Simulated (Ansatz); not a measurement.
**Two states of Gd**

```
Gd
1.0
     0.00000    4.03923    0.00000
     2.01962   -2.01962    2.01962
    -4.03923    0.00000    4.03923
Gd
2
Direct
  0.00000 0.00000 0.00000
  0.50000 0.00000 0.50000
```

Method: PBE, with U_eff = 3.21 eV on Gd f (all-electron-ortho-atomic projectors); PAW, plane waves to 420 eV, 8×8×4 Γ-centred mesh, gaussian occupations (width 0.0516 eV) (Ansatz 0.2.0), atoms fixed.

State A: Gd1 up, Gd2 down (collinear spin). State B: Gd1 up, Gd2 up (collinear spin).

Which state is lower, and how do they differ?

State B is lower by 58.8 meV an atom at zero smearing; in free energy at this smearing B lies -58.3 meV an atom from A.

| state | free energy (meV/atom) | largest moment in a small sphere (μB) | net moment (μB/cell) | gap on mesh (eV) | pressure (GPa) | largest force (eV/Å) |
| --- | --- | --- | --- | --- | --- | --- |
| A | 58.3 | 7.39 | 0.00 | metal | 0.2 | 0.00 |
| B | 0.0 | 7.53 | 15.79 | metal | 0.6 | 0.00 |

Origin: a database entry at a rescaled volume.
